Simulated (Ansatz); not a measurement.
**Bi6Te polymorphs, one row open**

Method: Ansatz, DFT PBE, scalar-relativistic, plane waves, PAW. All cells share a 420 eV cutoff and Γ-centred k meshes spaced at most about 0.3 Å⁻¹ (about 0.25 or finer for metals, 2π included). No spin polarisation.

These are static total energies at zero pressure. Rows are sorted by volume; energies count from the lowest form computed. Coordination counts Bi atoms around Te (those within 1.25 times the shortest such distance or 1.15 times the sum of covalent radii, 1.27 where that leaves under three; a plus sign parts nearer from farther groups; the shortest distance is added where it exceeds 1.18 times the sum of covalent radii).

```tsv
row	form	source	atoms	coordination	V (Å³/atom)	gap on mesh (eV)	ΔE (meV/atom)
1	Fm-3m	invented	7	Te 12 from 3.5 Å	34.1	0	204
2	P6/mmm	invented	7	Te 6 from 3.4 Å	34.3	0	51
3	P-31m	invented	7	Te 6	34.5	0	78
4	R-3m	invented	7	Te 6	35.0	0	0
5	P-3m1	invented	7	Te 6+2	35.1	0	?
6	R-3m	invented	7	Te 6+6	36.4	0	190
```

The cell of row 5:

```yaml
crystal:
  lattice:
    - [4.46530, 0.00000, 0.00000]
    - [-2.23265, 3.86706, 0.00000]
    - [0.00000, 0.00000, 14.23364]
  atoms:
    - { symbol: Bi, position: [0.00000, 0.00000, 0.28309] }
    - { symbol: Bi, position: [0.33333, 0.66667, 0.43337] }
    - { symbol: Bi, position: [0.00000, 0.00000, 0.71691] }
    - { symbol: Bi, position: [0.66667, 0.33333, 0.56663] }
    - { symbol: Bi, position: [0.33333, 0.66667, 0.85327] }
    - { symbol: Bi, position: [0.66667, 0.33333, 0.14673] }
    - { symbol: Te, position: [0.00000, 0.00000, 0.00000] }
```

Question: Estimate the missing energy, and say where the row ranks.

Answer: 31 meV/atom, which puts it above row 4 and below row 2. Counting Bi atoms around Te, row 5 has Te 6+2 and the lowest form (row 4) has Te 6.

An observed structure of this formula, if there is one, may be missing.

For metals, differences of a few meV/atom aren't resolved. Spin–orbit coupling, which can matter for Bi and Te, is left out. Cells relaxed within their symmetry can be saddle points. Some types were kept out of the candidates beforehand, so the set may lack a known form.

At 31 meV/atom, row 5 is a moderately unfavourable stacking variant rather than a competitor for the lowest form. Its atoms form single-element layers, with Te octahedrally surrounded by six Bi. The two extra neighbours are second-layer Bi atoms directly above and below Te, too distant to count as ordinary bonds. This eclipsed arrangement interrupts the cubic-type layer sequence and probably disturbs the nearly straight p-bonding chains favoured by Bi and Te, whose s electrons take little part in bonding. If row 4 keeps that sequence throughout, much of the energy difference can be read as a stacking-fault cost.

The same preference for directional p bonding may explain why the Te 12 and Te 6+6 forms lie highest. Coordination alone doesn't set the order, however, since the three forms labelled simply Te 6 or Te 6 from 3.4 Å besides row 5 differ appreciably in energy, and neither does volume. The ranking leaves open whether even row 4 would survive separation into bismuth and a less Bi-rich telluride.
